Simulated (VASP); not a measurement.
# BP (F-43m): a series in biaxial strain in the (110) plane, part 2 of 2

Wanted: the response of BP to biaxial strain in the (110) plane, as a table, with a fit that predicts a row left out.

VASP 6.6.1, plane waves and PAW; the level of theory is named at each step.

So far: Set-up; Relax the crystal, LDA; Strain along the normal, LDA; Band edges, TB-mBJ with spin-orbit coupling; Band edges, r2SCAN with spin-orbit coupling.

## 5. Band edges, r2SCAN with spin-orbit coupling (continued)

Level of this step: r2SCAN, spin-orbit coupling; plane waves and PAW (B, P); cell typed or built by script (VASP).

From OUTCAR (step 5):

```text
  Total        0.9224659      0.9224659      1.1855826     -0.3783223      0.0000000      0.0000000
  in kB       66.4659452     66.4659452     85.4241480    -27.2590542      0.0000000      0.0000000
  external PRESSURE =      72.7853461 kB  Pullay stress =       0.0000000 kB

 POSITION                                       TOTAL-FORCE (eV/Angst)
 -----------------------------------------------------------------------------------
      2.25116      2.25116      0.00285        -0.000000     -0.000000     -0.009883
      1.12558      1.12558      1.10833         0.000000      0.000000      0.009883
 -----------------------------------------------------------------------------------
    total drift:                                0.000000      0.000000     -0.000181

  FREE ENERGIE OF THE ION-ELECTRON SYSTEM (eV)
  ---------------------------------------------------
  free  energy   TOTEN  =       -58.9011750636 eV

  energy  without entropy=      -58.9011750636  energy(sigma->0) =      -58.90117506

[... 2 parts as in an earlier step ...]

[... 1 further part left out ...]
[key lines of the parts left out:]
E-fermi :   8.3594
```

Numbers from this step:

| Property | Result |
| --- | --- |
| energy(sigma→0) of the program | -58.9012 eV |
| stress, compression positive | 3.92 along [110], 8.96 across it (mean), GPa |

The run ends at a pressure of 7.28 GPa, with forces up to 0.0099 eV/Å.

## 6. The table

Runs beyond LDA use the data sets made with LDA; this shifts their levels slightly, and their total energies have another zero (at TB-mBJ, which has no energy functional, they mean nothing).

The other members went through these steps as far as the tables show, with the same cutoff and, step by step, the same mesh; 43 runs are not shown. The session took 1.6 core hours (wall time by ranks) on a shared machine.

| in-plane strain (%) | strain along the normal (%) | mean of the two in-plane stresses, tension positive (GPa) | energy above the unstrained row (meV/atom) | gap on the mesh, LDA (eV) |
| --- | --- | --- | --- | --- |
| -2.000 | 0.604 | -9.717 | 13.465 | 0.793 |
| -1.500 | 0.439 | -7.183 | 7.542 | 0.913 |
| -1.000 | 0.283 | -4.718 | 3.349 | 1.018 |
| -0.500 | 0.137 | -2.326 | 0.848 | 1.107 |
| 0 | 0.000 | -0.005 | 0.000 | 1.176 |
| 0.500 | -0.125 | 2.242 | 0.757 | 1.137 |
| 1.000 | -0.248 | 4.409 | 3.090 | 1.100 |
| 1.500 | -0.358 | 6.503 | 6.946 | 1.065 |
| 2.000 | -0.467 | 8.521 | 12.289 | 1.032 |

Slopes at zero strain, from cubics through all rows: strain ratio -0.264, stress over strain 457 GPa.

Band edges at TB-mBJ with spin-orbit coupling, counted from the valence-band top at Γ, spin-orbit pairs averaged, with one row partly withheld:

| in-plane strain (%) | gap (eV) | conduction band at Γ (eV) | Δ or X valley along z (eV) | Δ or X valley along x (eV) | lowest conduction level at L, [111] (eV) | lowest conduction level at L, [-111] (eV) | second valence level below the top (eV) | third valence level below the top (eV) |
| --- | --- | --- | --- | --- | --- | --- | --- | --- |
| -2.000 | 1.667 | 4.077 | 1.670 | 1.923 | 5.031 | 4.583 | 0.028 | 0.297 |
| -1.500 | 1.777 | 4.136 | 1.775 | 1.948 | 4.957 | 4.636 | 0.026 | 0.223 |
| -1.000 | 1.868 | 4.192 | 1.868 | 1.971 | 4.883 | 4.678 | 0.025 | 0.152 |
| -0.500 | 1.948 | 4.245 | 1.948 | 1.994 | 4.808 | 4.711 | 0.021 | 0.087 |
| 0 | 2.016 | 4.280 | 2.015 | 2.015 | 4.733 | 4.733 | 0.000 | 0.042 |
| 0.500 | 1.984 | 4.197 | 2.018 | 1.982 | 4.604 | 4.689 | 0.054 | 0.087 |
| 1.000 | 1.946 | 4.089 | 2.007 | 1.944 | 4.471 | 4.629 | 0.111 | 0.144 |
| 1.500 | 1.909 | ? | 1.988 | 1.907 | 4.341 | 4.561 | 0.165 | 0.203 |
| 2.000 | 1.874 | 3.876 | 1.963 | 1.871 | 4.214 | 4.485 | 0.215 | 0.261 |

Band edges at r2SCAN with spin-orbit coupling, counted from the valence-band top at Γ, spin-orbit pairs averaged:

| in-plane strain (%) | gap (eV) | conduction band at Γ (eV) | Δ or X valley along z (eV) | Δ or X valley along x (eV) | lowest conduction level at L, [111] (eV) | lowest conduction level at L, [-111] (eV) | second valence level below the top (eV) | third valence level below the top (eV) |
| --- | --- | --- | --- | --- | --- | --- | --- | --- |
| -2.000 | 1.018 | 3.452 | 1.018 | 1.292 | 4.637 | 4.154 | 0.031 | 0.295 |
| -1.500 | 1.135 | 3.510 | 1.132 | 1.316 | 4.559 | 4.212 | 0.026 | 0.220 |
| -1.000 | 1.230 | 3.566 | 1.230 | 1.338 | 4.477 | 4.258 | 0.024 | 0.150 |
| -0.500 | 1.311 | 3.618 | 1.311 | 1.359 | 4.395 | 4.293 | 0.021 | 0.086 |
| 0 | 1.380 | 3.652 | 1.380 | 1.380 | 4.313 | 4.313 | 0.000 | 0.041 |
| 0.500 | 1.346 | 3.569 | 1.383 | 1.346 | 4.178 | 4.265 | 0.054 | 0.086 |
| 1.000 | 1.308 | 3.461 | 1.371 | 1.307 | 4.039 | 4.199 | 0.111 | 0.143 |
| 1.500 | 1.271 | 3.353 | 1.351 | 1.269 | 3.903 | 4.121 | 0.166 | 0.200 |
| 2.000 | 1.235 | 3.246 | 1.323 | 1.233 | 3.770 | 4.035 | 0.216 | 0.258 |

## 7. A fit to the known rows

The quantity to fit is the conduction level at Γ above the mean of the three top valence levels at TB-mBJ with spin-orbit coupling: 4.185, 4.218, 4.251, 4.281, 4.294, 4.244, 4.174, 4.035 eV in the rows shown.

Fitting a parabola to the 8 known rows (e: strain in %) gives E = − 0.04175 e² − 0.03602 e + 4.270 in eV; the residuals are 0.013 eV r.m.s.

For the withheld row, e = 1.5, the fit gives 4.1220 eV.

## 8. The withheld row

The calculation gives 4.1044 eV, so the prediction is 0.0176 eV too high, within twice the residual of the fit.

The rows do not lie on one parabola (a picked bound of 1 % of their span for the r.m.s. residual). Levels that cross, a degenerate level that splits or an edge that moves to another point can do that; which it is was not traced. So the linear term is no slope at zero strain, and none is listed.

## 9. Outcome

```json
{
  "ratio of normal to in-plane strain": "-0.264",
  "biaxial modulus": "457 GPa",
  "gap of the unstrained cell, TB-mBJ with spin-orbit coupling": "2.02 eV",
  "gap of the unstrained cell, r2SCAN with spin-orbit coupling": "1.38 eV",
  "error of the predicted row": "17.6 meV"
}
```

In words: As a check, the curvature of the energy gives 456 GPa for the same modulus (energy per volume = M × strain²), 0 % from the slope of the stress. At TB-mBJ with spin-orbit coupling the lowest conduction valley is Δ or X throughout, and the gap runs between 1.67 and 2.02 eV. At r2SCAN with spin-orbit coupling the lowest conduction valley is Δ or X throughout, and the gap runs between 1.02 and 1.38 eV. Hole masses are left out throughout, since the top bands are degenerate or cross in many series; of conduction masses, those of the Γ, L and (for Si and Ge under (001) strain) Δ valleys are kept where they change by under an eighth between rows. TB-mBJ is a potential fitted for gaps; it has no energy functional, so its total energies and forces mean nothing, and its bands tend to come out too narrow. r2SCAN opens gaps somewhat over GGA but leaves them below measured values as a rule. Δ or X levels are the lowest on their line, refined by a parabola unless they lie at X; the gap is read from all points sampled and can differ from the lowest valley by some meV, or by tens of meV where strain moves the valence top off Γ. Temperature, zero-point motion and excitons are left out.

[Lines on the potential files, build, host, timing and source positions are cut from VASP's logs without a mark.]

[Logs are printed without paths, hosts, clocks, repeated set-up lines and the standing remarks that a program may print on its own settings, such as how far it seeks lower states.]

[Hosts, paths, dates, database ids (printed as entryN), source tags and the programs' standing remarks are cut or masked in the printed files.]

[In band tables of VASP the shares of atoms and orbitals are scaled to a sum of 1 inside the atoms' spheres.]
